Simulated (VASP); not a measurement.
MnS (Browneite), 2 atoms in the cell. It takes space group F-43m (No. 216, cubic). Conventional cell: a = 4.978 Å, b = 4.978 Å, c = 4.978 Å, α = 90.00°, β = 90.00°, γ = 90.00°. Around Mn (site symmetry -43m) lie 4 S at 2.16 Å. S (site symmetry -43m) is surrounded by 4 Mn at 2.16 Å. 

| Property | Result |
| --- | --- |
| Program | VASP 6.6.1 |
| Task | density of states |
| Functional | PBE |
| Potentials or basis | VASP PAW PBE potentials, release 64 (Mn_pv, S) |
| Cutoff | 520 eV |
| k mesh | 10 × 10 × 10 |
| Occupations | gaussian, width 0.05 eV |
| Spin | no spin polarisation |
| Dipole correction | no |
| k mesh for the DOS | 15 × 15 × 15 |
| Occupations for the DOS | tetrahedron |
| Further INCAR settings | ALGO = Normal; EDIFF = 1e-06; NBANDS = 16 |

Potentials or basis: VASP PAW PBE potentials, release 64 (Mn_pv, S).

Command:

```console
$ cat potpaw_PBE.64/Mn_pv/POTCAR potpaw_PBE.64/S/POTCAR > POTCAR
$ cp INCAR.step1 INCAR
$ cp KPOINTS.step1 KPOINTS
$ mpirun -np 1 vasp_std > vasp.out
$ cp INCAR.step2 INCAR
$ cp KPOINTS.step2 KPOINTS
$ mpirun -np 1 vasp_std > vasp.out
```

Hardware: 1 thread of Intel(R) Xeon(R) Platinum 8259CL CPU @ 2.50GHz (Skylake/Cascade Lake), with other jobs on the host.

**Question.** Estimate the wall time of this run.

**Answer.** It took 50 s on 1 thread of Intel(R) Xeon(R) Platinum 8259CL CPU @ 2.50GHz (Skylake/Cascade Lake), with other jobs on the host, peak memory 0.19 GiB. Counts: scf iterations 8, k points 120.
